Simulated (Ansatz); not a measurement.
## Ionic part of the dielectric constant of BN at 20 GPa, mode by mode

Computed with DFT PBE, scalar-relativistic, plane waves, PAW in Ansatz 0.2.0. Cutoff 420 eV, 12×12×12 k-points (Γ-centred), fixed occupations. No spin polarisation. Phonons by linear response, acoustic sum rule imposed.

It takes space group F-43m (No. 216, cubic). The conventional cell has a = 3.566 Å, b = 3.566 Å, c = 3.566 Å, α = 90.00°, β = 90.00°, γ = 90.00°. B (site symmetry -43m) is surrounded by 4 N at 1.54 Å. N (site symmetry -43m) is surrounded by 4 B at 1.54 Å.

The primitive cell has V = 11.33 Å³ and ε∞,xx = 4.566. Each polar mode adds Δε = (4.92064×10⁷/V)·S/ν² along x, with S its oscillator strength in e²/amu, ν in cm⁻¹ and V in Å³.

Question: From these modes, find each Δε and ε0,xx.
```json
{"ν (cm⁻¹)": "1090.5", "S_xx (e²/amu)": "0.5861"}
```

Answer:
```csv
ν (cm⁻¹),Δε
1090.5,2.14
```

The sum is 2.140, so ε0,xx = 6.71; the run's tensor has 6.71.

Question: Where do the longitudinal modes lie for a wave vector along x?

Answer: At 1322 cm⁻¹. The Lyddane–Sachs–Teller product Π(ν_LO/ν_TO)² = 1.47 matches ε0/ε∞ = 1.47.

Cost: 1 run of about 0.41 core-minutes, on Intel Xeon Processor @ 2.50GHz (Skylake/Cascade Lake) (shared hosts).

The static dielectric constant of cubic BN remains mainly electronic: the lattice adds 2.14 to an ε∞ of 4.566. With two atoms in the primitive cell, the only optical vibration is the triply degenerate motion of the B sublattice against the N sublattice, so one frequency accounts for the whole ionic response. The electronegativity difference makes this motion strongly polar, but short, stiff covalent bonds and light atoms place it at 1090.5 cm⁻¹. A stiff lattice is displaced little by a static field, which keeps the ionic term modest despite the sizeable dynamical charges.

The same polarity raises the longitudinal mode to 1322 cm⁻¹, because its macroscopic field adds a restoring force that the electrons only partly screen. Cubic symmetry makes this splitting independent of direction in the long-wavelength limit. The Lyddane–Sachs–Teller agreement shows that charges, frequencies and electronic screening are mutually consistent, but it is no independent test of their accuracy. A single pressure cannot show whether compression changes the ionic term mainly through bond stiffening or through the dynamical charges.
